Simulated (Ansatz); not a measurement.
## HgTe (Coloradoite): equation of state with r2SCAN50

The system is HgTe (Coloradoite).

```xyz
2
Lattice="0.0000 3.2145 3.2145 3.2145 0.0000 3.2145 3.2145 3.2145 0.0000" Properties=species:S:1:pos:R:3 pbc="T T T"
Hg    0.0000    0.0000    0.0000
Te    4.8217    4.8217    4.8217
```

```yaml
Program: Ansatz 0.2.0
Task: equation of state
Functional: r2SCAN50
Potentials_or_basis: Ansatz PAW
Cutoff: 500 eV
Density_cutoff: 2000 eV
k_mesh: 4 × 4 × 4
Occupations: fermi-dirac, width 0.05 eV
Spin: no spin polarisation
```

The equilibrium volume is 34.11 Å³/atom and the bulk modulus is 49 GPa. The pressure derivative of the bulk modulus is 4.9.

Energy against volume, from the lowest point:
```csv
volume (Å³/atom),energy (meV/atom)
31.223,43.96
31.887,24.91
32.551,11.68
33.215,3.52
33.880,0.00
34.544,0.59
35.208,4.77
```

All runs of the series together: 2.1 min on 2 threads of Intel(R) Xeon(R) 6975P-C (Granite Rapids), on a shared host.

Caveat: the k mesh is coarse (spacing up to 0.42 Å⁻¹), so the values aren't converged, least of all with exact exchange; the PAW data sets were made with another functional, which shifts forces and pressure a little. Zero-point motion and thermal expansion aren't in these numbers.
